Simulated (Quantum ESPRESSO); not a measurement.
# Se (P1) in Quantum ESPRESSO: convergence with smearing width

Aim: find how far smearing width must go before the results for Se settle, at PBEsol. This setting moves, with any that are tied to it; all else stays.

Everything below comes from runs of Quantum ESPRESSO 7.5. Logs are shortened: lines on timing, memory, paths and dates and some standing lists are left out, and cuts for length are marked.

### Step 1. The cell of the first run

The typed cell holds 3 atoms: a = 4.366 Å, b = 4.366 Å, c = 4.954 Å, α = 90.00°, β = 90.00°, γ = 120.00°.

The cell isn't the ideal one: atoms moved at random, drawn with an rms of 0.05 Å.

### Step 2. With smearing width 0.5 eV

pw.in reads:

```
&CONTROL
  calculation = 'scf'
  prefix = 'pwscf'
  outdir = './tmp'
  pseudo_dir = './pseudo'
  tprnfor = .true.
  tstress = .true.
  disk_io = 'nowf'
/
&SYSTEM
  ibrav = 0
  nat = 3
  ntyp = 1
  ecutwfc = 104
  nbnd = 48
  occupations = 'smearing'
  smearing = 'fd'
  degauss = 0.03674932
/
&ELECTRONS
  conv_thr = 6d-10
  electron_maxstep = 120
  mixing_beta = 0.5
/
ATOMIC_SPECIES
Se    78.9710 Se.upf
CELL_PARAMETERS angstrom
   4.3662000000    0.0000000000    0.0000000000
  -2.1831000000    3.7812401180    0.0000000000
   0.0000000000    0.0000000000    4.9536000000
ATOMIC_POSITIONS crystal
Se     0.7789440000    0.7780360000    0.0026320000
Se     0.0091810000    0.2360590000    0.6578350000
Se     0.2278140000    0.0017800000    0.3273810000
K_POINTS automatic
3 3 2 0 0 0
```

Potentials or basis: PseudoDojo 0.4 SR PBEsol stringent.

Launch:

```console
> OMP_NUM_THREADS=1 pw.x -in pw.in > pw.out
```

It took 80 s on 1 thread of Arm Neoverse V1, shared host; peak memory 0.19 GiB.

Results:

- Free energy: -27600.0221 eV
- Pressure: 1.4 GPa
- Largest force: 0.766 eV/Å
- Band gap on the k mesh: 1.12 eV, indirect (least direct gap 1.16 eV)

### Step 3. With smearing width 0.3 eV

pw.in: that of step 2 with these lines changed.

```diff
@@ -17,3 +17,3 @@
   smearing = 'fd'
-  degauss = 0.03674932
+  degauss = 0.02204959
 /
```

Potentials or basis: PseudoDojo 0.4 SR PBEsol stringent.

Launch:

```console
> OMP_NUM_THREADS=1 pw.x -in pw.in > pw.out
```

It took 79 s on 1 thread of Arm Neoverse V1, shared host; peak memory 0.19 GiB.

What came out:

- Free energy: -27599.7676 eV
- Pressure: 0.5 GPa
- Largest force: 0.626 eV/Å
- Band gap on the k mesh: 1.11 eV, indirect (least direct gap 1.14 eV)

### Step 4. With smearing width 0.2 eV

pw.in: that of step 3 with these lines changed.

```diff
@@ -17,3 +17,3 @@
   smearing = 'fd'
-  degauss = 0.02204959
+  degauss = 0.01469973
 /
```

Launch:

```console
> OMP_NUM_THREADS=1 pw.x -in pw.in > pw.out
```

Run time: 80 s. Hardware: 1 thread of Arm Neoverse V1, shared host; peak memory 0.19 GiB.

What came out:

* Free energy: -27599.7236 eV
* Pressure: 0.4 GPa
* Largest force: 0.629 eV/Å
* Band gap on the k mesh: 1.11 eV, indirect (least direct gap 1.13 eV)

### Step 5. With smearing width 0.136 eV

pw.in: that of step 4 with these lines changed.

```diff
@@ -17,3 +17,3 @@
   smearing = 'fd'
-  degauss = 0.01469973
+  degauss = 0.00999582
 /
```

Launch:

```console
> OMP_NUM_THREADS=1 pw.x -in pw.in > pw.out
```

It took 79 s on 1 thread of Arm Neoverse V1, shared host; peak memory 0.19 GiB.

Results:

```yaml
Free_energy: -27599.7145 eV
Pressure: 0.3 GPa
Largest_force: 0.638 eV/Å
Band_gap_on_the_k_mesh: 1.10 eV, indirect (least direct gap 1.13 eV)
```

### Step 6. With smearing width 0.1 eV

pw.in: that of step 5 with these lines changed.

```diff
@@ -17,3 +17,3 @@
   smearing = 'fd'
-  degauss = 0.00999582
+  degauss = 0.00734986
 /
```

Potentials or basis: PseudoDojo 0.4 SR PBEsol stringent.

Launch:

```console
> OMP_NUM_THREADS=1 pw.x -in pw.in > pw.out
```

It took 80 s on 1 thread of Arm Neoverse V1, shared host; peak memory 0.19 GiB.

Results (log left out):

* Free energy: -27599.7131 eV
* Pressure: 0.3 GPa
* Largest force: 0.641 eV/Å
* Band gap on the k mesh: 1.10 eV, indirect (least direct gap 1.13 eV)

### Step 7. With smearing width 0.05 eV

pw.in: that of step 6 with these lines changed.

```diff
@@ -17,3 +17,3 @@
   smearing = 'fd'
-  degauss = 0.00734986
+  degauss = 0.00367493
 /
```

Launch:

```console
> OMP_NUM_THREADS=1 pw.x -in pw.in > pw.out
```

It took 80 s on 1 thread of Arm Neoverse V1, shared host; peak memory 0.19 GiB.

It converged, with:

- Free energy: -27599.7128 eV
- Pressure: 0.3 GPa
- Largest force: 0.642 eV/Å
- Band gap on the k mesh: 1.10 eV, indirect (least direct gap 1.13 eV)

### Step 8. With smearing width 0.025 eV

pw.in: that of step 7 with these lines changed.

```diff
@@ -17,3 +17,3 @@
   smearing = 'fd'
-  degauss = 0.00367493
+  degauss = 0.00183747
 /
```

Launch:

```console
> OMP_NUM_THREADS=1 pw.x -in pw.in > pw.out
```

Run time: 79 s. Hardware: 1 thread of Arm Neoverse V1, shared host; peak memory 0.19 GiB.

The run converged. Its results:

```yaml
Free_energy: -27599.7128 eV
Pressure: 0.3 GPa
Largest_force: 0.642 eV/Å
Band_gap_on_the_k_mesh: 1.10 eV, indirect (least direct gap 1.13 eV)
```

### Step 9. With smearing width 0.01 eV

pw.in: that of step 8 with these lines changed.

```diff
@@ -17,3 +17,3 @@
   smearing = 'fd'
-  degauss = 0.00183747
+  degauss = 0.00073499
 /
```

Potentials or basis: PseudoDojo 0.4 SR PBEsol stringent.

Launch:

```console
> OMP_NUM_THREADS=1 pw.x -in pw.in > pw.out
```

pw.out:

```text
This program is part of the open-source Quantum ESPRESSO suite
     for quantum simulation of materials; please cite
         "P. Giannozzi et al., J. Phys.:Condens. Matter 21 395502 (2009);
         "P. Giannozzi et al., J. Phys.:Condens. Matter 29 465901 (2017);
         "P. Giannozzi et al., J. Chem. Phys. 152 154105 (2020);
     in publications or presentations arising from this work. More details at

     G-vector sticks info
     --------------------
     sticks:   dense  smooth     PW     G-vecs:    dense   smooth      PW
     Sum        1945    1945    559                79225    79225   11811

     Using Slab Decomposition

     bravais-lattice index     =            0
     lattice parameter (alat)  =       8.2509  a.u.
     unit-cell volume          =     551.8937 (a.u.)^3
     number of atoms/cell      =            3
     number of atomic types    =            1
     number of electrons       =        72.00
     number of Kohn-Sham states=           48
     kinetic-energy cutoff     =     104.0000  Ry
     charge density cutoff     =     416.0000  Ry
     scf convergence threshold =      6.0E-10
     mixing beta               =       0.5000
     number of iterations used =            8  plain     mixing
     Exchange-correlation= PBESOL
                           (   1   4  10   8   0   0   0)

     celldm(1)=   8.250922  celldm(2)=   0.000000  celldm(3)=   0.000000
     celldm(4)=   0.000000  celldm(5)=   0.000000  celldm(6)=   0.000000

     crystal axes: (cart. coord. in units of alat)
               a(1) = (   1.000000   0.000000   0.000000 )
               a(2) = (  -0.500000   0.866025   0.000000 )
               a(3) = (   0.000000   0.000000   1.134533 )

     reciprocal axes: (cart. coord. in units 2 pi/alat)
               b(1) = (  1.000000  0.577350 -0.000000 )
               b(2) = (  0.000000  1.154701  0.000000 )
               b(3) = (  0.000000 -0.000000  0.881420 )

     PseudoPot. # 1 for Se read from file:
     Se.upf
     Pseudo is Norm-conserving + core correction, Zval = 24.0
     Generated using ONCVPSP code by D. R. Hamann
     Using radial grid of 1198 points,  6 beta functions with:
                l(1) =   0
                l(2) =   0
                l(3) =   1
                l(4) =   1
                l(5) =   2
                l(6) =   2

     atomic species   valence    mass     pseudopotential
     Se               24.00    78.97100     Se( 1.00)

     No symmetry found

   Cartesian axes

     site n.     atom                  positions (alat units)
         1        Se     tau(   1) = (   0.3899260   0.6737989   0.0029861  )
         2        Se     tau(   2) = (  -0.1088485   0.2044331   0.7463358  )
         3        Se     tau(   3) = (   0.2269240   0.0015415   0.3714247  )

     number of k points=    10  Fermi-Dirac smearing, width (Ry)=  0.0007
                       cart. coord. in units 2pi/alat
        k(    1) = (   0.0000000   0.0000000   0.0000000), wk =   0.1111111
        k(    2) = (   0.0000000   0.0000000  -0.4407098), wk =   0.1111111
        k(    3) = (   0.0000000   0.3849002   0.0000000), wk =   0.2222222
        k(    4) = (   0.0000000   0.3849002  -0.4407098), wk =   0.2222222
        k(    5) = (   0.3333333   0.5773503   0.0000000), wk =   0.2222222
        k(    6) = (   0.3333333   0.5773503  -0.4407098), wk =   0.2222222
        k(    7) = (  -0.3333333   0.1924501   0.0000000), wk =   0.2222222
        k(    8) = (   0.3333333   0.1924501   0.0000000), wk =   0.2222222
        k(    9) = (  -0.3333333   0.1924501  -0.4407098), wk =   0.2222222
        k(   10) = (   0.3333333   0.1924501  -0.4407098), wk =   0.2222222

     Dense  grid:    79225 G-vectors     FFT dimensions: (  54,  54,  64)

     Check: negative core charge=   -0.000028

     Initial potential from superposition of free atoms

     starting charge      71.9998, renormalised to      72.0000
     Starting wfcs are   39 randomized atomic wfcs +    9 random wfcs

     Self-consistent Calculation

     iteration #  1     ecut=   104.00 Ry     beta= 0.50
     Davidson diagonalization with overlap
     ethr =  1.00E-02,  avg # of iterations =  6.3

     Threshold (ethr) on eigenvalues was too large:
     Diagonalizing with lowered threshold

     Davidson diagonalization with overlap
     ethr =  4.01E-05,  avg # of iterations =  4.6

     total energy              =   -2028.54093614 Ry
     estimated scf accuracy    <       0.02825465 Ry

     iteration #  2     ecut=   104.00 Ry     beta= 0.50
     Davidson diagonalization with overlap
     ethr =  3.92E-05,  avg # of iterations =  1.4

     total energy              =   -2028.54120908 Ry
     estimated scf accuracy    <       0.00471438 Ry

     iteration #  3     ecut=   104.00 Ry     beta= 0.50
     Davidson diagonalization with overlap
     ethr =  6.55E-06,  avg # of iterations =  2.7

     total energy              =   -2028.54138554 Ry
     estimated scf accuracy    <       0.00039972 Ry
[... 26 lines left out ...]
     total energy              =   -2028.54147652 Ry
     estimated scf accuracy    <       0.00000003 Ry

     iteration #  8     ecut=   104.00 Ry     beta= 0.50
     Davidson diagonalization with overlap
     ethr =  3.60E-11,  avg # of iterations =  2.0

     total energy              =   -2028.54147652 Ry
     estimated scf accuracy    <          2.2E-09 Ry

     iteration #  9     ecut=   104.00 Ry     beta= 0.50
     Davidson diagonalization with overlap
     ethr =  3.11E-12,  avg # of iterations =  2.0

     End of self-consistent calculation

          k = 0.0000 0.0000 0.0000 (  9961 PWs)   bands (ev):

  -200.2135-200.1326-200.0951-139.9957-139.9441-139.9158-139.8787-139.8694
  -139.8352-139.7230-139.6325-139.5904 -40.4470 -40.4283 -40.3611 -40.3484
   -40.3144 -40.2932 -40.2188 -40.1710 -40.1305 -40.1186 -40.0887 -40.0864
   -40.0475 -40.0275 -39.9840  -7.9212  -3.9202  -3.6728   4.0205   4.0804
     4.2181   5.8328   5.9431   7.5277   9.5965   9.8400  10.1005  13.9256
    14.2311  14.4026  16.2755  16.5000  16.5729  16.6347  18.9499  19.0198

          k = 0.0000 0.0000-0.4407 (  9942 PWs)   bands (ev):

  -200.2135-200.1326-200.0951-139.9957-139.9441-139.9158-139.8787-139.8694
  -139.8352-139.7230-139.6325-139.5904 -40.4502 -40.4276 -40.3540 -40.3445
   -40.3123 -40.3049 -40.2187 -40.1711 -40.1303 -40.1172 -40.0885 -40.0866
   -40.0475 -40.0276 -39.9842  -6.9411  -6.5715  -1.5774   3.0956   4.4725
     4.5979   6.3404   6.3833   6.8214   8.8699   9.1107   9.2908  14.1227
    15.0462  15.0832  16.3609  16.7042  16.8155  19.1810  20.5705  20.6633
[... 21 lines left out ...]
  -200.2135-200.1326-200.0951-139.9957-139.9441-139.9158-139.8787-139.8694
  -139.8352-139.7230-139.6325-139.5904 -40.4468 -40.4282 -40.3609 -40.3483
   -40.3143 -40.2932 -40.2188 -40.1710 -40.1305 -40.1191 -40.0886 -40.0865
   -40.0475 -40.0275 -39.9838  -7.3602  -4.1847  -3.9777   2.8996   2.9716
     4.9854   5.1335   5.2537   6.2822  10.8417  11.0224  11.6468  13.6857
    15.4647  15.5333  17.5967  17.6608  18.6833  20.6899  20.7537  21.5479

          k = 0.3333 0.5774-0.4407 (  9900 PWs)   bands (ev):

  -200.2135-200.1326-200.0951-139.9957-139.9441-139.9158-139.8787-139.8694
  -139.8352-139.7230-139.6325-139.5904 -40.4502 -40.4275 -40.3538 -40.3444
   -40.3123 -40.3048 -40.2188 -40.1710 -40.1303 -40.1177 -40.0884 -40.0867
   -40.0475 -40.0278 -39.9839  -6.5195  -6.1454  -2.7429   2.1919   2.9154
     2.9587   6.9641   7.6639   7.7664   8.8934  10.4680  10.7241  14.4706
    15.8090  16.4167  16.4848  18.0544  18.0958  20.2011  21.2153  21.3045

          k =-0.3333 0.1925 0.0000 (  9883 PWs)   bands (ev):

  -200.2135-200.1326-200.0951-139.9957-139.9441-139.9158-139.8787-139.8694
  -139.8352-139.7230-139.6325-139.5904 -40.4468 -40.4282 -40.3610 -40.3484
   -40.3143 -40.2932 -40.2188 -40.1710 -40.1305 -40.1189 -40.0886 -40.0865
   -40.0475 -40.0276 -39.9839  -7.5702  -4.1579  -3.7629   2.8648   3.3690
     4.3063   5.6249   6.2018   7.0313   9.7023  10.0871  11.2521  13.3792
    14.4732  16.3884  17.3786  17.5033  18.7838  19.4524  20.1736  20.9405

          k = 0.3333 0.1925 0.0000 (  9883 PWs)   bands (ev):

  -200.2135-200.1326-200.0951-139.9957-139.9441-139.9158-139.8787-139.8694
  -139.8352-139.7230-139.6325-139.5904 -40.4468 -40.4282 -40.3610 -40.3483
   -40.3144 -40.2933 -40.2188 -40.1710 -40.1305 -40.1190 -40.0886 -40.0865
   -40.0475 -40.0274 -39.9840  -7.5701  -4.0968  -3.8307   2.8538   3.3819
     4.2815   5.6578   6.2554   7.0315   9.6637  10.0146  11.3384  13.3233
    14.4168  16.3823  17.4371  17.5143  18.8384  19.4683  20.1279  20.9369

          k =-0.3333 0.1925-0.4407 (  9878 PWs)   bands (ev):

  -200.2135-200.1326-200.0951-139.9957-139.9441-139.9158-139.8787-139.8694
  -139.8352-139.7230-139.6325-139.5904 -40.4502 -40.4276 -40.3539 -40.3445
   -40.3123 -40.3048 -40.2188 -40.1711 -40.1303 -40.1175 -40.0884 -40.0866
   -40.0475 -40.0278 -39.9840  -6.6718  -6.2993  -2.3928   2.3214   3.6546
     3.8376   6.0904   6.5904   7.3292   9.5581  10.2801  10.7870  14.1431
    15.1442  15.9125  16.7139  17.6531  18.8024  19.3949  20.2027  20.5462

          k = 0.3333 0.1925-0.4407 (  9878 PWs)   bands (ev):

  -200.2135-200.1326-200.0951-139.9957-139.9441-139.9158-139.8787-139.8694
  -139.8352-139.7230-139.6325-139.5904 -40.4502 -40.4276 -40.3538 -40.3444
   -40.3124 -40.3049 -40.2187 -40.1711 -40.1303 -40.1175 -40.0884 -40.0867
   -40.0475 -40.0276 -39.9841  -6.6404  -6.3347  -2.3912   2.3309   3.6736
     3.8375   6.0772   6.5501   7.3135   9.6040  10.2119  10.8864  14.1342
    15.1249  15.9313  16.6897  17.6735  18.8096  19.3485  20.2054  20.5355

     the Fermi energy is     8.6424 ev

!    total energy              =   -2028.54147652 Ry
     estimated scf accuracy    <          9.0E-11 Ry
     smearing contrib. (-TS)   =      -0.00000000 Ry
     internal energy E=F+TS    =   -2028.54147652 Ry

     The total energy is F=E-TS. E is the sum of the following terms:
     one-electron contribution =   -1906.84939413 Ry
     hartree contribution      =     874.01991713 Ry
     xc contribution           =    -171.16541119 Ry
     ewald contribution        =    -824.54658834 Ry

     convergence has been achieved in   9 iterations

     Forces acting on atoms (cartesian axes, Ry/au):

     atom    1 type  1   force =    -0.01244022   -0.00981226   -0.01930564
     atom    2 type  1   force =    -0.00894102    0.00641870    0.01276760
     atom    3 type  1   force =     0.02138125    0.00339356    0.00653804

     Total force =     0.037674     Total SCF correction =     0.000067

     Computing stress (Cartesian axis) and pressure

          total   stress  (Ry/bohr**3)                   (kbar)     P=        3.27
   0.00003409   0.00001661   0.00003394            5.01        2.44        4.99
   0.00001661  -0.00004983   0.00009215            2.44       -7.33       13.56
   0.00003394   0.00009215   0.00008251            4.99       13.56       12.14

=------------------------------------------------------------------------------=
   JOB DONE.
=------------------------------------------------------------------------------=
```

Wall time 80 s (1 thread of Arm Neoverse V1, shared host); peak memory 0.19 GiB.

What came out:

```yaml
Free_energy: -27599.7128 eV
Pressure: 0.3 GPa
Largest_force: 0.642 eV/Å
Band_gap_on_the_k_mesh: 1.10 eV, indirect (least direct gap 1.13 eV)
```

### Step 10. Summary

```
smearing width  energy less the tightest run, at zero smearing (meV/atom)  pressure (GPa)  largest force (eV/Å)  gap on the mesh (eV)  SCF cycles  CPU time (s)  peak memory (GiB)
        0.5 eV                                                      56.95            1.44                 0.766                 1.125           9            80               0.19
        0.3 eV                                                      15.44            0.54                 0.626                 1.112           9            79               0.19
        0.2 eV                                                       4.28            0.37                 0.629                 1.107           9            80               0.19
      0.136 eV                                                       0.96            0.34                 0.638                 1.104           9            79               0.19
        0.1 eV                                                       0.20            0.33                 0.641                 1.104           9            80               0.19
       0.05 eV                                                       0.00            0.33                 0.642                 1.103           9            80               0.19
      0.025 eV                                                       0.00            0.33                 0.642                 1.103           9            79               0.19
       0.01 eV                                                       0.00            0.33                 0.642                 1.103           9            79               0.19
```

Against the tightest run, the energy stays within 1 meV/atom from 0.136 eV on; the pressure stays within 0.1 GPa from 0.2 eV on; the largest force stays within 0.005 eV/Å from 0.136 eV on; the gap on the mesh stays within 0.01 eV from 0.3 eV on. The tightest run that finished is the yardstick and may itself not be fully converged.

Caveats: all runs use coarse meshes; an odd mesh through Γ misses points on the zone boundary, where band edges often lie.
